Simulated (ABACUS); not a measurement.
The system is BaTiO3 (Barioperovskite).

```
Ba Ti O
1.0
     3.98550    0.00000    0.00000
     0.00000    2.83690    2.84515
     0.00000   -2.83690    2.84515
Ba Ti O
1 1 3
Direct
  0.00000 0.00000 0.00000
  0.50000 0.51240 0.51240
  0.50000 0.99184 0.50524
  0.50000 0.50524 0.99184
  0.00000 0.48740 0.48740
```

```yaml
Program: ABACUS 3.10.1
Task: single point
Functional: PBEsol
Potentials_or_basis: PseudoDojo NC SR 0.4.1 PBEsol standard
Cutoff: 1143 eV
Density_cutoff: 4572 eV
Basis: plane waves
k_mesh: 7 × 7 × 7
Occupations: fermi-dirac, width 0.05 eV
Spin: no spin polarisation
```

On this cell: pressure -3.6 GPa; largest force 0.294 eV/Å; band gap on the k mesh 1.93 eV, indirect (least direct gap 2.06 eV).

The same run follows on a disturbed copy (atoms moved at random, drawn with an rms of 0.05 Å):

```xyz
5
Lattice="3.9855 0.0000 0.0000 0.0000 2.8369 2.8451 0.0000 -2.8369 2.8451" Properties=species:S:1:pos:R:3 pbc="T T T"
Ba    0.0021   -0.0176    0.0169
Ti    2.0084   -0.0190    2.9397
O     1.9943    1.3448    4.2117
O     2.0598   -1.4399    4.3012
O     0.0209   -0.0364    2.8232
```

**Question.** What changes?

**Answer.** The energy moves by +2.2 meV/atom; pressure -3.0 GPa; largest force 0.641 eV/Å; band gap on the k mesh 1.95 eV, indirect (least direct gap 2.13 eV).

Forces in eV/Å, atoms in the order of the input:
```
Ba   0.108 -0.098  0.172
Ti  -0.037  0.228  0.119
O    0.062  0.006  0.250
O   -0.253  0.092 -0.581
O    0.121 -0.228  0.041
```

Stress tensor (GPa, compression positive):
```
-3.08  0.05 -0.03
 0.05 -2.89  1.18
-0.03  1.18 -3.05
```

Caveats: this release of the barium file is off; there are fewer bands than atomic start orbitals, so a level may be missed at k points of high symmetry; spin-orbit coupling is left out, which moves the levels of the heavy elements; an odd mesh through Γ misses points on the zone boundary, where band edges often lie.
